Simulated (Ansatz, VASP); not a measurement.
Te: VASP beside Ansatz

```
CELL_PARAMETERS angstrom
4.48539 0.00000 0.00000
-2.24270 3.88447 0.00000
0.00000 0.00000 8.62256
ATOMIC_POSITIONS crystal
Te 0.00000 0.00000 0.00000
Te 0.00000 0.00000 0.50000
Te 0.33333 0.66667 0.25000
Te 0.66667 0.33333 0.75000
```

Alike in both runs: task single point; functional RPBE; k mesh 10 × 10 × 5; occupations fermi-dirac, width 0.1 eV; no spin polarisation.

|  | VASP | Ansatz |
| --- | --- | --- |
| version | VASP 6.6.1 | Ansatz 0.2.0 |
| potentials or method | VASP PAW PBE potentials, release 64 (Te) | plane waves (420 eV) with PAW, scalar-relativistic |
| plane-wave cutoff (eV) | 520 | 420 |
| valence electrons in the cell | 24 | 64 |

|  | VASP | Ansatz | Ansatz less VASP |
| --- | --- | --- | --- |
| pressure (GPa) | -3.8 | -3.7 | +0.06 |
| largest component of the traceless stress (GPa) | 0.76 | 0.75 | -0.009 |

The two sets of potentials don't hold the same shells in valence.

Caveats: the PAW data sets were made with another functional, which shifts forces and pressure a little (VASP). Spin-orbit coupling is left out, which matters for the levels of Te.
